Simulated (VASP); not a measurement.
# AlN in VASP: one cell, several levels of theory

Rocksalt AlN, under +2.0 % equal strain in all directions is computed at one geometry. Runs: PBE, r2SCAN. The results are then set beside those of Ansatz 0.2.0 for the same cell. This is a trial cell built on a prototype, not taken from a measured structure, and it needn't be the compound's ground state.

The runs shown are made with VASP 6.6.1. PAW datasets, plane waves. Simulation only: spin-unpolarised, and no claim that this is the phase found in nature.

## Step 1: Starting point

The cell comes from an earlier relaxation with r2SCAN in another program.

Space group Fm-3m (No. 225), cubic; a = 4.118 Å in the conventional setting, 8.73 Å³ an atom. Al has 6 N at 2.06 Å; N has 6 Al at 2.06 Å.

Structure file:

```cif
data_structure
_symmetry_space_group_name_H-M 'P 1'
_symmetry_Int_Tables_number 1
_cell_length_a 2.9122
_cell_length_b 2.9122
_cell_length_c 2.9122
_cell_angle_alpha 60.000
_cell_angle_beta 60.000
_cell_angle_gamma 60.000
_cell_volume 17.46
loop_
_atom_site_label
_atom_site_type_symbol
_atom_site_fract_x
_atom_site_fract_y
_atom_site_fract_z
_atom_site_occupancy
Al1 Al 0.00000 0.00000 0.00000 1
N1 N 0.50000 0.50000 0.50000 1
```

## Step 2: PBE

File INCAR:

```
ENCUT = 520.000000
SIGMA = 0.020000
EDIFF = 1.00e-07
GGA = PE
PREC = Accurate
IBRION = -1
ISIF = 2
ISMEAR = -1
NBANDS = 11
NELM = 120
NSW = 0
LASPH = .TRUE.
LCHARG = .TRUE.
LELF = .TRUE.
LWAVE = .FALSE.
LREAL = .FALSE.
```

File KPOINTS:

```
KPOINTS created by Atomic Simulation Environment
0
Gamma
10 10 10
0 0 0
```

File KPOINTS_OPT:

```
special points
7
Reciprocal
0.0000000000 0.0000000000 0.0000000000 1
0.5000000000 0.0000000000 0.5000000000 1
0.6250000000 0.2500000000 0.6250000000 1
0.3750000000 0.3750000000 0.7500000000 1
0.5000000000 0.5000000000 0.5000000000 1
0.5000000000 0.2500000000 0.7500000000 1
0.0000000000 0.5000000000 0.5000000000 1
```

File POSCAR:

```
Al N
 1.0000000000000000
     0.0000000000000000    2.0592458212000002    2.0592458212000002
     2.0592458212000002    0.0000000000000000    2.0592458212000002
     2.0592458212000002    2.0592458212000002    0.0000000000000000
 Al  N
   1   1
Cartesian
  0.0000000000000000  0.0000000000000000  0.0000000000000000
  2.0592458211999998  2.0592458211999998  2.0592458211999998
```

The run uses the recommended PBE PAW datasets (8 valence electrons a neutral cell).

Launch:

```console
mpirun -np 1 vasp_std
```

Printed to the terminal (iteration lines stand in OSZICAR):

```text
POSCAR found type information on POSCAR AlN
 POSCAR found :  2 types and       2 ions
 LDA part: xc-table for (Slater+PW92), standard interpolation
 POSCAR, INCAR and KPOINTS ok, starting setup
 FFT: planning ... GRIDC
 FFT: planning ... GRID_SOFT
 FFT: planning ... GRID
 WAVECAR not read
 entering main loop
 Start KPOINTS_OPT (optional k-point list driver)
k-point batch [1-7\7]
```

OSZICAR:

```text
N       E                     dE             d eps       ncg     rms          rms(c)
DAV:   1     0.109407767790E+02    0.10941E+02   -0.38993E+03  1074   0.612E+02
DAV:   2    -0.154155698455E+02   -0.26356E+02   -0.25146E+02  1248   0.141E+02
DAV:   3    -0.162263797191E+02   -0.81081E+00   -0.80944E+00  1245   0.225E+01
DAV:   4    -0.162298827188E+02   -0.35030E-02   -0.35029E-02  1157   0.158E+00
DAV:   5    -0.162299144657E+02   -0.31747E-04   -0.31747E-04  1228   0.147E-01    0.740E+00
DAV:   6    -0.145459471488E+02    0.16840E+01   -0.77892E+00  1130   0.144E+01    0.258E+00
DAV:   7    -0.145359800287E+02    0.99671E-02   -0.15150E-01  1133   0.296E+00    0.172E+00
DAV:   8    -0.145296818161E+02    0.62982E-02   -0.16949E-02  1085   0.114E+00    0.329E-01
DAV:   9    -0.145293211300E+02    0.36069E-03   -0.15545E-03  1187   0.230E-01    0.146E-01
DAV:  10    -0.145293844366E+02   -0.63307E-04   -0.13509E-04  1138   0.871E-02    0.363E-02
DAV:  11    -0.145293797891E+02    0.46475E-05   -0.14045E-05  1217   0.208E-02    0.785E-03
DAV:  12    -0.145293794254E+02    0.36374E-06   -0.57810E-07  1124   0.632E-03    0.115E-03
DAV:  13    -0.145293793785E+02    0.46884E-07   -0.71079E-09   592   0.611E-04
   1 F= -.14529379E+02 E0= -.14529379E+02  d E =-.373489E-13
       N       E                     dE             ncg
DAV:   1     0.774579564809E+03   -0.21656E+04      162
DAV:   2     0.613778955371E+03   -0.16080E+03      186
DAV:   3     0.608551921355E+03   -0.52270E+01      192
DAV:   4     0.608538379842E+03   -0.13542E-01      178
DAV:   5     0.608538240389E+03   -0.13945E-03      184
DAV:   6     0.608538238510E+03   -0.18786E-05      175
DAV:   7     0.608538238483E+03   -0.27330E-07      184
```

The lines after F= are the extra pass for the points of KPOINTS_OPT, at fixed density; their E is not a total energy.

From OUTCAR:

```text
k-points           NKPTS =     47   k-points in BZ     NKDIM =     47   number of bands    NBANDS=     11

   NELECT =       8.0000    total number of electrons

   dimension x,y,z NGX =    24 NGY =   24 NGZ =   24
   dimension x,y,z NGXF=    48 NGYF=   48 NGZF=   48

  energy-cutoff  :      520.00
  volume of cell :       17.46
      direct lattice vectors                 reciprocal lattice vectors
     0.000000000  2.059245821  2.059245821    -0.242807340  0.242807340  0.242807340
     2.059245821  0.000000000  2.059245821     0.242807340 -0.242807340  0.242807340
     2.059245821  2.059245821  0.000000000     0.242807340  0.242807340 -0.242807340

 k-points in reciprocal lattice and weights: KPOINTS created by Atomic Simulation Env
   0.00000000  0.00000000  0.00000000       0.001
   0.10000000  0.00000000  0.00000000       0.008
   0.20000000  0.00000000  0.00000000       0.008
   0.30000000  0.00000000  0.00000000       0.008
   0.40000000  0.00000000  0.00000000       0.008
   0.50000000  0.00000000  0.00000000       0.004
   0.10000000  0.10000000  0.00000000       0.006
   0.20000000  0.10000000  0.00000000       0.024
[... 39 more k-points ...]

 E-fermi :   9.7664

 k-point     1 :       0.0000    0.0000    0.0000
  band No.  band energies     occupation
      1      -7.7989      2.00000
      2       9.2624      2.00000
      3       9.2624      2.00000
      4       9.2624      2.00000
      5      14.1651      0.00000
      6      21.2491      0.00000
      7      21.2491      0.00000
      8      21.2491      0.00000
      9      26.2432      0.00000
     10      26.6471      0.00000
     11      26.6471      0.00000

 k-point     2 :       0.1000    0.0000    0.0000
  band No.  band energies     occupation
      1      -7.6048      2.00000
      2       8.2440      2.00000
      3       9.1519      2.00000
      4       9.1519      2.00000
      5      14.8320      0.00000
      6      20.3402      0.00000
      7      21.5167      0.00000
      8      21.5167      0.00000
      9      24.9149      0.00000
     10      24.9149      0.00000
     11      26.7485      0.00000

 k-point     3 :       0.2000    0.0000    0.0000
  band No.  band energies     occupation
      1      -7.0404      2.00000
      2       6.1670      2.00000
      3       8.8831      2.00000
      4       8.8831      2.00000
      5      15.6076      0.00000
      6      19.7003      0.00000
      7      21.5581      0.00000
      8      21.5581      0.00000
      9      24.4220      0.00000
     10      24.4220      0.00000
     11      26.0407      0.00000

 k-point     4 :       0.3000    0.0000    0.0000
  band No.  band energies     occupation
      1      -6.1801      2.00000
      2       3.9446      2.00000
      3       8.5843      2.00000
      4       8.5843      2.00000
      5      15.5122      0.00000
      6      20.4041      0.00000
      7      20.7411      0.00000
      8      20.7411      0.00000
      9      25.2819      0.00000
     10      25.9200      0.00000
     11      25.9200      0.00000

 k-point     5 :       0.4000    0.0000    0.0000
  band No.  band energies     occupation
      1      -5.2362      2.00000
      2       2.0981      2.00000
      3       8.3642      2.00000
      4       8.3642      2.00000
      5      15.1840      0.00000
      6      20.0610      0.00000
      7      20.0610      0.00000
      8      21.3668      0.00000
      9      24.8542      0.00000
     10      28.0587      0.00000
     11      28.0587      0.00000

 k-point     6 :       0.5000    0.0000    0.0000
  band No.  band energies     occupation
      1      -4.7555      2.00000
      2       1.3042      2.00000
      3       8.2845      2.00000
      4       8.2845      2.00000
      5      15.0518      0.00000
      6      19.8199      0.00000
      7      19.8199      0.00000
      8      21.7335      0.00000
      9      24.7817      0.00000
     10      29.3188      0.00000
     11      29.3188      0.00000

 k-point     7 :       0.1000    0.1000    0.0000
  band No.  band energies     occupation
      1      -7.5404      2.00000
      2       8.3080      2.00000
      3       8.9179      2.00000
      4       8.9179      2.00000
      5      15.0962      0.00000
      6      19.7658      0.00000
      7      21.7823      0.00000
      8      21.7823      0.00000
      9      23.1700      0.00000
     10      26.9574      0.00000
     11      27.8030      0.00000

[... the tables of k-points 8 to 47 left out ...]

  Total       -0.9245230     -0.9245230     -0.9245230     -0.0000000      0.0000000     -0.0000000
  in kB      -84.8152046    -84.8152046    -84.8152046     -0.0000000      0.0000000     -0.0000000
  external PRESSURE =     -84.8152046 kB  Pullay stress =       0.0000000 kB

 POSITION                                       TOTAL-FORCE (eV/Angst)
 -----------------------------------------------------------------------------------
      0.00000      0.00000      0.00000         0.000000     -0.000000      0.000000
      2.05925      2.05925      2.05925        -0.000000      0.000000     -0.000000
 -----------------------------------------------------------------------------------
    total drift:                               -0.000000     -0.000000      0.000000

  FREE ENERGIE OF THE ION-ELECTRON SYSTEM (eV)
  ---------------------------------------------------
  free  energy   TOTEN  =       -14.5293793785 eV

  energy  without entropy=      -14.5293793785  energy(sigma->0) =      -14.52937938
```

Hardware: 1 MPI rank of Intel Xeon Platinum 8488C, shared host.

The levels at the points of KPOINTS_OPT are read from vasprun.xml.

Band energies at the special points (eV, zero at the top of v, the last band that the electrons fill by count):

| point | v−1 | v | c | c+1 |
| --- | --- | --- | --- | --- |
| Γ | 0.00 | 0.00 | 4.90 | 11.99 |
| X | -2.66 | -2.66 | 4.09 | 5.39 |
| U | -5.22 | -2.16 | 5.49 | 8.93 |
| K | -5.22 | -2.16 | 5.49 | 8.93 |
| L | -0.98 | -0.98 | 5.79 | 10.56 |
| W | -5.40 | -3.77 | 7.53 | 10.41 |

The PBE gap is 4.09 eV and indirect (Γ to X), with 4.90 eV as the least direct one. Pressure: -8.48 GPa; the forces vanish within 0.01 eV/Å.

The maps below are laid out on this run's own conventional cell (a, b, c = 4.118, 4.118, 4.118 Å).

Density in a lattice plane of the grid's cell (edges 4.12 and 4.12 Å, at 0.000 of the third edge), which holds Al and N.

Values in e/Å³, 12 rows by 12 columns:
```
0.06 0.10 0.21 0.41 0.98 2.34 3.21 2.34 0.98 0.41 0.21 0.10
0.22 0.21 0.20 0.27 0.50 0.98 1.35 0.98 0.50 0.27 0.20 0.21
0.50 0.41 0.27 0.21 0.27 0.41 0.50 0.41 0.27 0.21 0.27 0.41
1.35 0.98 0.50 0.27 0.20 0.21 0.22 0.21 0.20 0.27 0.50 0.98
3.21 2.34 0.98 0.41 0.21 0.10 0.06 0.10 0.21 0.41 0.98 2.34
3.65 3.21 1.35 0.50 0.22 0.06 0.00 0.06 0.22 0.50 1.35 3.21
3.21 2.34 0.98 0.41 0.21 0.10 0.06 0.10 0.21 0.41 0.98 2.34
1.35 0.98 0.50 0.27 0.20 0.21 0.22 0.21 0.20 0.27 0.50 0.98
0.50 0.41 0.27 0.21 0.27 0.41 0.50 0.41 0.27 0.21 0.27 0.41
0.22 0.21 0.20 0.27 0.50 0.98 1.35 0.98 0.50 0.27 0.20 0.21
0.06 0.10 0.21 0.41 0.98 2.34 3.21 2.34 0.98 0.41 0.21 0.10
0.00 0.06 0.22 0.50 1.35 3.21 3.65 3.21 1.35 0.50 0.22 0.06
```
Columns run along the first of these edges and rows up along the second, over one cell in 12 and 12 even steps from the bottom left corner. Atoms in the plane (fractional): Al at (0.00, 0.00), Al at (0.50, 0.50), N at (0.00, 0.50), N at (0.50, 0.00).

ELF in the same plane.

Ten even steps from '0' (0.00) to '9' (0.84):
```
000147899974357999874100
000135789998789998753100
432223568999999986532223
775322346899999864322357
987642224678987642224678
999864322357775322346899
999986532223432223568999
789998753100000135789998
347999874100000147899975
026999985200000258999962
357999874100000147899974
789998753100000135789998
999986532223432223568999
999864322357775322346899
987642224678987642224678
775322346899999864322357
432223568999999986532223
000135789998789998753100
000147899975347999874100
000258999962026999985200
```
Columns run along the first of these edges and rows up along the second, over one cell in 24 and 20 even steps from the bottom left corner. Atoms in the plane (fractional): Al at (0.00, 0.00), Al at (0.50, 0.50), N at (0.00, 0.50), N at (0.50, 0.00).

Both are smooth fields of the valence electrons: close to the nuclei they are not physical.

The highest ELF values outside the cores: 0.85 in the shell around N, 0.7 Å from N.

## Step 3: r2SCAN

File INCAR:

```
ENCUT = 520.000000
SIGMA = 0.010000
EDIFF = 1.00e-07
ALGO = Normal
METAGGA = R2SCAN
PREC = Accurate
IBRION = -1
ISIF = 2
ISMEAR = 0
NBANDS = 11
NELM = 120
NSW = 0
LASPH = .TRUE.
LCHARG = .FALSE.
LWAVE = .FALSE.
LREAL = .FALSE.
```

KPOINTS is that of step 2.

KPOINTS_OPT is that of step 2.

POSCAR is that of step 2.

Launch:

```console
mpirun -np 1 vasp_std
```

Printed to the terminal (iteration lines stand in OSZICAR):

```text
POSCAR found type information on POSCAR AlN
 POSCAR found :  2 types and       2 ions
 -----------------------------------------------------------------------------
|                                                                             |
|                                                                             |
|     You enforced a specific xc type in the INCAR file but a different       |
|     I HOPE YOU KNOW WHAT YOU ARE DOING!                                     |
|                                                                             |
 -----------------------------------------------------------------------------

 LDA part: xc-table for (None), standard interpolation
 POSCAR, INCAR and KPOINTS ok, starting setup
 FFT: planning ... GRIDC
 FFT: planning ... GRID_SOFT
 FFT: planning ... GRID
 WAVECAR not read
 entering main loop
 Start KPOINTS_OPT (optional k-point list driver)
k-point batch [1-7\7]
```

OSZICAR:

```text
N       E                     dE             d eps       ncg     rms          rms(c)
DAV:   1     0.571593172404E+01    0.57159E+01   -0.40275E+03  1074   0.632E+02
DAV:   2    -0.216708073438E+02   -0.27387E+02   -0.26129E+02  1264   0.147E+02
DAV:   3    -0.225019445711E+02   -0.83114E+00   -0.83004E+00  1251   0.232E+01
DAV:   4    -0.225058020525E+02   -0.38575E-02   -0.38574E-02  1157   0.169E+00
DAV:   5    -0.225058412518E+02   -0.39199E-04   -0.39199E-04  1228   0.166E-01    0.763E+00
DAV:   6    -0.187590649393E+02    0.37468E+01   -0.57093E+00  1109   0.124E+01    0.330E+00
DAV:   7    -0.188265151992E+02   -0.67450E-01   -0.34117E-01  1184   0.417E+00    0.197E+00
DAV:   8    -0.188450295478E+02   -0.18514E-01   -0.39705E-02  1103   0.151E+00    0.326E-01
DAV:   9    -0.188446398381E+02    0.38971E-03   -0.19585E-03  1175   0.282E-01    0.995E-02
DAV:  10    -0.188448288006E+02   -0.18896E-03   -0.25655E-04  1142   0.129E-01    0.406E-02
DAV:  11    -0.188448342268E+02   -0.54262E-05   -0.82320E-05  1202   0.506E-02    0.102E-02
DAV:  12    -0.188448302640E+02    0.39629E-05   -0.88123E-06  1163   0.208E-02    0.337E-03
DAV:  13    -0.188448301404E+02    0.12358E-06   -0.42654E-07   971   0.423E-03    0.524E-04
DAV:  14    -0.188448301201E+02    0.20256E-07   -0.18891E-08   574   0.115E-03
   1 F= -.18844830E+02 E0= -.18844830E+02  d E =-.588416E-27
       N       E                     dE             ncg
DAV:   1     0.757707840496E+03   -0.21825E+04      162
DAV:   2     0.586848137256E+03   -0.17086E+03      197
DAV:   3     0.582423141540E+03   -0.44250E+01      190
DAV:   4     0.582396908557E+03   -0.26233E-01      186
DAV:   5     0.582396693040E+03   -0.21552E-03      187
DAV:   6     0.582396689674E+03   -0.33660E-05      183
DAV:   7     0.582396689615E+03   -0.59451E-07      187
```

Parts of OUTCAR:

```text
k-points           NKPTS =     47   k-points in BZ     NKDIM =     47   number of bands    NBANDS=     11

   NELECT =       8.0000    total number of electrons

   dimension x,y,z NGX =    24 NGY =   24 NGZ =   24
   dimension x,y,z NGXF=    48 NGYF=   48 NGZF=   48

  energy-cutoff  :      520.00
  volume of cell :       17.46
      direct lattice vectors                 reciprocal lattice vectors
     0.000000000  2.059245821  2.059245821    -0.242807340  0.242807340  0.242807340
     2.059245821  0.000000000  2.059245821     0.242807340 -0.242807340  0.242807340
     2.059245821  2.059245821  0.000000000     0.242807340  0.242807340 -0.242807340

 k-points in reciprocal lattice and weights: KPOINTS created by Atomic Simulation Env
   0.00000000  0.00000000  0.00000000       0.001
   0.10000000  0.00000000  0.00000000       0.008
   0.20000000  0.00000000  0.00000000       0.008
   0.30000000  0.00000000  0.00000000       0.008
   0.40000000  0.00000000  0.00000000       0.008
   0.50000000  0.00000000  0.00000000       0.004
   0.10000000  0.10000000  0.00000000       0.006
   0.20000000  0.10000000  0.00000000       0.024
[... 39 more k-points ...]

 E-fermi :   9.1516

 k-point     1 :       0.0000    0.0000    0.0000
  band No.  band energies     occupation
      1      -8.8244      2.00000
      2       9.0797      2.00000
      3       9.0797      2.00000
      4       9.0797      2.00000
      5      14.7870      0.00000
      6      21.8015      0.00000
      7      21.8015      0.00000
      8      21.8015      0.00000
      9      27.2283      0.00000
     10      27.2283      0.00000
     11      27.4391      0.00000

 k-point     2 :       0.1000    0.0000    0.0000
  band No.  band energies     occupation
      1      -8.6273      2.00000
      2       8.0544      2.00000
      3       8.9603      2.00000
      4       8.9603      2.00000
      5      15.4552      0.00000
      6      20.9719      0.00000
      7      22.0953      0.00000
      8      22.0953      0.00000
      9      25.7229      0.00000
     10      25.7229      0.00000
     11      28.0279      0.00000

 k-point     3 :       0.2000    0.0000    0.0000
  band No.  band energies     occupation
      1      -8.0560      2.00000
      2       5.9254      2.00000
      3       8.6712      2.00000
      4       8.6712      2.00000
      5      16.2375      0.00000
      6      20.4427      0.00000
      7      22.2246      0.00000
      8      22.2246      0.00000
      9      25.1967      0.00000
     10      25.1967      0.00000
     11      27.2971      0.00000

 k-point     4 :       0.3000    0.0000    0.0000
  band No.  band energies     occupation
      1      -7.1928      2.00000
      2       3.6464      2.00000
      3       8.3490      2.00000
      4       8.3490      2.00000
      5      16.1158      0.00000
      6      21.3068      0.00000
      7      21.4449      0.00000
      8      21.4449      0.00000
      9      26.4934      0.00000
     10      26.7517      0.00000
     11      26.7517      0.00000

 k-point     5 :       0.4000    0.0000    0.0000
  band No.  band energies     occupation
      1      -6.2636      2.00000
      2       1.7774      2.00000
      3       8.1112      2.00000
      4       8.1112      2.00000
      5      15.7690      0.00000
      6      20.7638      0.00000
      7      20.7638      0.00000
      8      22.4197      0.00000
      9      26.0240      0.00000
     10      29.0412      0.00000
     11      29.0412      0.00000

 k-point     6 :       0.5000    0.0000    0.0000
  band No.  band energies     occupation
      1      -5.8029      2.00000
      2       0.9907      2.00000
      3       8.0249      2.00000
      4       8.0249      2.00000
      5      15.6308      0.00000
      6      20.5208      0.00000
      7      20.5208      0.00000
      8      22.8511      0.00000
      9      25.9372      0.00000
     10      30.4339      0.00000
     11      30.4339      0.00000

 k-point     7 :       0.1000    0.1000    0.0000
  band No.  band energies     occupation
      1      -8.5619      2.00000
      2       8.1188      2.00000
      3       8.7228      2.00000
      4       8.7228      2.00000
      5      15.7233      0.00000
      6      20.3567      0.00000
      7      22.4028      0.00000
      8      22.4028      0.00000
      9      24.0016      0.00000
     10      27.5500      0.00000
     11      29.1009      0.00000

[... the tables of k-points 8 to 47 left out ...]

  Total       -1.6733769     -1.6733769     -1.6733769      0.0000000      0.0000000      0.0000000
  in kB     -153.5146322   -153.5146322   -153.5146322      0.0000000      0.0000000      0.0000000
  external PRESSURE =    -153.5146322 kB  Pullay stress =       0.0000000 kB

 POSITION                                       TOTAL-FORCE (eV/Angst)
 -----------------------------------------------------------------------------------
      0.00000      0.00000      0.00000         0.000000      0.000000      0.000000
      2.05925      2.05925      2.05925        -0.000000     -0.000000     -0.000000
 -----------------------------------------------------------------------------------
    total drift:                               -0.000000     -0.000000      0.000000

  FREE ENERGIE OF THE ION-ELECTRON SYSTEM (eV)
  ---------------------------------------------------
  free  energy   TOTEN  =       -18.8448301201 eV

  energy  without entropy=      -18.8448301201  energy(sigma->0) =      -18.84483012
```

Hardware: 1 MPI rank of Intel Xeon Platinum 8488C, shared host.

The levels at the points of KPOINTS_OPT are read from vasprun.xml.

Near the gap, in eV above the top of the last filled band v; c is the band after it:

| point | v−1 | v | c | c+1 |
| --- | --- | --- | --- | --- |
| Γ | 0.00 | 0.00 | 5.71 | 12.72 |
| X | -2.75 | -2.75 | 4.94 | 6.06 |
| U | -5.30 | -2.26 | 6.32 | 9.80 |
| K | -5.30 | -2.26 | 6.32 | 9.80 |
| L | -1.05 | -1.05 | 6.55 | 11.44 |
| W | -5.52 | -3.80 | 8.44 | 11.35 |

The r2SCAN gap is 4.94 eV and indirect (Γ to X), with 5.71 eV as the least direct one. The pressure is -15.35 GPa; the forces vanish within 0.01 eV/Å.

## Step 4: Summary

```
 level  gap (eV)  pressure (GPa)  Ansatz: gap (eV)  Ansatz: pressure (GPa)
   PBE      4.09           -8.48              4.11                   -8.24
r2SCAN      4.94          -15.35              4.93                  -14.59
```

**Reading.** The gap spans 4.09 eV (PBE) to 4.94 eV (r2SCAN). The pressure is highest with PBE (-8.5 GPa) and lowest with r2SCAN (-15.4 GPa), which orders the cells that they would relax to. The two programs agree on the gap within 0.03 eV, far less than the spread between functionals. Each program uses its own PAW datasets and cutoff.
